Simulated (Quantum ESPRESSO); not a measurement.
WC: zone-centre phonons under several settings

```xyz
2
Lattice="0.0000 2.1927 2.1927 2.1927 0.0000 2.1927 2.1927 2.1927 0.0000" Properties=species:S:1:pos:R:3 pbc="T T T"
W     0.0000    0.0000    0.0000
C     2.1927    2.1927    2.1927
```

Measurements of this composition are mostly on another form, of space group No. 187.

All runs used Quantum ESPRESSO 7.5; k mesh 10 × 10 × 10; relaxed cell; no spin polarisation.

| level | potentials | cutoff (eV) | occupations | volume (Å³/atom) | lowest optical mode without the field (cm⁻¹) |
| --- | --- | --- | --- | --- | --- |
| PBEsol | PseudoDojo 0.4.1 SR PBEsol standard | 1116 | methfessel-paxton, width 0.136 eV | 10.26 | 446 |
| PBE | PseudoDojo 0.4 SR PBE stringent | 1116 | cold, width 0.2 eV | ? | ? |
| LDA | GBRV 1.5 LDA | 762 | cold, width 0.272 eV | 10.12 | 460 |

Q: What stands in the row left open?

A: Volume 10.50 Å³/atom; lowest optical mode without the field 427 cm⁻¹.
